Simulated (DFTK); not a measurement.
**C: changing the functional**

```
CELL_PARAMETERS angstrom
0.00000 1.78337 1.78337
1.78337 0.00000 1.78337
1.78337 1.78337 0.00000
ATOMIC_POSITIONS crystal
C 0.75000 0.75000 0.75000
C 0.50000 0.50000 0.50000
```

Kept alike: task band structure; k mesh 13 × 13 × 13; occupations fermi-dirac, width 0.05 eV; no spin polarisation. Program: DFTK, SG15 1.2 (PBE), cutoff 1225 eV. The mesh is that of the run's cell of 2 atoms. No spin-orbit coupling.

| run | band gap (eV) | pressure (GPa) |
| --- | --- | --- |
| A | 4.270 | -2.30 |
| B | 3.950 | -2.91 |
| C | 4.003 | -2.73 |

Pressure is positive in compression; the values hold the error of the finite cutoff, so their zero can differ a little from the energy's minimum. Runs of this series that gave no sound value for these columns are left out. Gaps are the smaller of the mesh's and the band path's. All rows use potentials made for PBE.

**Question.** The runs differ in the functional alone: LDA; PBEsol; r2SCAN. Which run is which?

**Answer.** Run A is r2SCAN; run B is LDA; run C is PBEsol. The band gap runs from 3.950 (LDA) to 4.270 eV (r2SCAN). Measured: 5.5 eV (arxiv:1902.02958); nearest r2SCAN, 1.230 eV off. Semilocal gaps fall short of quasiparticle gaps. The pressure runs from -2.91 (LDA) to -2.30 GPa (r2SCAN). A positive pressure means that the functional's own cell is larger than the one given, a negative one that it is smaller.
